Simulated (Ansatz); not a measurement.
The system is Ta.

```
Ta
1.0
    -1.65128    1.65128    1.65128
     1.65128   -1.65128    1.65128
     1.65128    1.65128   -1.65128
Ta
1
Direct
  0.00000 0.00000 0.00000
```

| Quantity | Value |
| --- | --- |
| Program | Ansatz 0.2.0 |
| Task | relaxation of cell and atoms |
| Functional | PBEsol |
| Potentials or basis | all-electron LAPW, scalar-relativistic |
| Basis error allowed | 0.001 eV/atom |
| k mesh | 11 × 11 × 11 |
| Occupations | fermi-dirac, width 0.05 eV |
| Spin | no spin polarisation |

At the start: volume 18.01 Å³/atom.

How do energy, volume and symmetry change on relaxing?

Over 4 steps the energy falls by 5.4 meV/atom and the volume is 17.62 Å³/atom (-2.2 %); space group Im-3m (No. 229, to 0.05 Å).

The path:
| step | energy change (eV) | largest force (eV/Å) | volume (Å³) |
| --- | --- | --- | --- |
| 1 | 0.0000 | 0.0000 | 18.01 |
| 2 | -0.0054 | 0.0000 | 17.66 |
| 3 | -0.0054 | 0.0000 | 17.62 |
| 4 | -0.0054 | 0.0000 | 17.62 |

Final structure:
```
CELL_PARAMETERS angstrom
-1.63931 1.63931 1.63931
1.63931 -1.63931 1.63931
1.63931 1.63931 -1.63931
ATOMIC_POSITIONS crystal
Ta 0.00000 0.00000 0.00000
```
